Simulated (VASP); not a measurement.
A run of VASP 6.6.1 is set up as follows.

INCAR

```
PREC     = Accurate       # precision mode
ENCUT    = 520            # plane-wave cutoff, eV
EDIFF    = 1E-7           # SCF threshold, eV
ISMEAR   = -1             # smearing method
SIGMA    = 0.05           # smearing width, eV
LREAL    = F              # projectors in reciprocal space
LASPH    = T              # aspherical terms in the spheres
NELM     = 100            # most SCF steps
ALGO     = Normal         # electronic algorithm
ISIF     = 2              # what is computed and relaxed
LWAVE    = F              # write WAVECAR
LCHARG   = T              # write CHGCAR
GGA      = PE             # functional
LELF     = T              # ELF
LVHAR    = T            
NBANDS   = 10             # bands
```

KPOINTS

```
Automatic mesh
0
Gamma
  7 7 7
```

The input POSCAR:

```
Rb
1.0
   -2.9018470000      2.8693060000      2.7765070000
    2.9545430000     -2.8932210000      2.8593930000
    2.9098850000      2.9012590000     -2.8023810000
Rb
1
Direct
   -0.0056280000      0.0025700000     -0.0038240000
```

Potentials or basis: VASP PAW PBE potentials, release 64 (Rb_sv).

Run with:

```console
$ cat potpaw_PBE.64/Rb_sv/POTCAR > POTCAR
$ mpirun -np 1 vasp_std > vasp.out
```

(1) What does it give for the pressure?

(2) Estimate the band gap on the k mesh.

Results:

(1) -0.1 GPa.

(2) none (metal or under the smearing width).
